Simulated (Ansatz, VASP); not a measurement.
**MgO in VASP and in Ansatz**

POSCAR

```
MgO
1.0
    3.2882172281      0.0000000000      0.0000000000
   -1.6441086140      2.8476796527      0.0000000000
    0.0000000000      0.0000000000      5.2357409258
Mg O
2 2
Direct
    0.3333333333      0.6666666667     -0.0046168636
    0.6666666667      0.3333333333      0.4953831364
    0.3333333333      0.6666666667      0.3796168636
    0.6666666667      0.3333333333      0.8796168636
```

Contents of INCAR.step1:

```
SYSTEM = MgO
PREC = Accurate ; ENCUT = 520
ISMEAR = 0 ; SIGMA = 0.01
LREAL = .FALSE. ; LASPH = .TRUE.
NELM = 60 ; NBANDS = 16
GGA = PE ; ALGO = Normal
EDIFF = 1E-4 ; LWAVE = .TRUE.
LCHARG = .FALSE.
```

File INCAR.step2:

```
SYSTEM = MgO
PREC = Accurate ; ENCUT = 520
EDIFF = 1E-7 ; ISMEAR = 0
SIGMA = 0.01 ; LREAL = .FALSE.
LASPH = .TRUE. ; NELM = 60
ALGO = Normal ; ISIF = 2
LWAVE = .FALSE. ; LCHARG = .TRUE.
METAGGA = R2SCAN ; LMIXTAU = .TRUE.
LELF = .TRUE. ; LVHAR = .TRUE.
NBANDS = 16 ; ISTART = 1
```

The input KPOINTS:

```
Automatic mesh
0
G
  12 12 6
  0 0 0
```

Input for Ansatz:

```yaml
crystal:
  lattice:
    - [3.2882172281, 0.0, 0.0]
    - [-1.644108614, 2.8476796527, 0.0]
    - [0.0, 0.0, 5.2357409258]
  atoms:
    - { symbol: Mg, position: [0.3333333333, 0.6666666667, -0.0046168636] }
    - { symbol: Mg, position: [0.6666666667, 0.3333333333, 0.4953831364] }
    - { symbol: O, position: [0.3333333333, 0.6666666667, 0.3796168636] }
    - { symbol: O, position: [0.6666666667, 0.3333333333, 0.8796168636] }
kpoints:
  mp_grid: { grid: [12, 12, 6] }
  band_path:
    path:
      - [0.0, 0.0, 0.0]
      - [0.5, 0.0, 0.0]
      - [0.3333333333, 0.3333333333, 0.0]
      - [0.0, 0.0, 0.5]
      - [0.5, 0.0, 0.5]
      - [0.3333333333, 0.3333333333, 0.5]
    npoints: 1
hamiltonian:
  xc: r2scan
scf:
  occupations: { method: fixed }
  n_extra_bands: 5
output:
  forces: true
  stress: true
  eigenvalues: true
```

Change from the starting cell: uniaxial_z strain +4.0%.

Alike in both runs: task single point; functional r2SCAN; k mesh 12 × 12 × 6; no spin polarisation.

|  | VASP | Ansatz |
| --- | --- | --- |
| version | VASP 6.6.1 | Ansatz 0.2.0 |
| potentials or method | VASP PAW PBE potentials, release 64 (Mg, O) | plane waves, PAW |
| plane-wave cutoff (eV) | 520 | 500 |
| occupations | gaussian, width 0.01 eV | fixed |
| valence electrons in the cell | 16 | 32 |

|  | VASP | Ansatz | Ansatz less VASP |
| --- | --- | --- | --- |
| gap on the k mesh at the Fermi level (eV) | 4.13 | 4.14 | +0.014 |
| pressure (GPa) | -4.7 | -4.1 | +0.60 |
| largest component of the traceless stress (GPa) | 1.53 | 1.54 | +0.013 |

The two sets of potentials don't hold the same shells in valence.

Caveats: the PAW data sets were made with another functional, which shifts forces and pressure a little (VASP). A k mesh can miss the band edges.
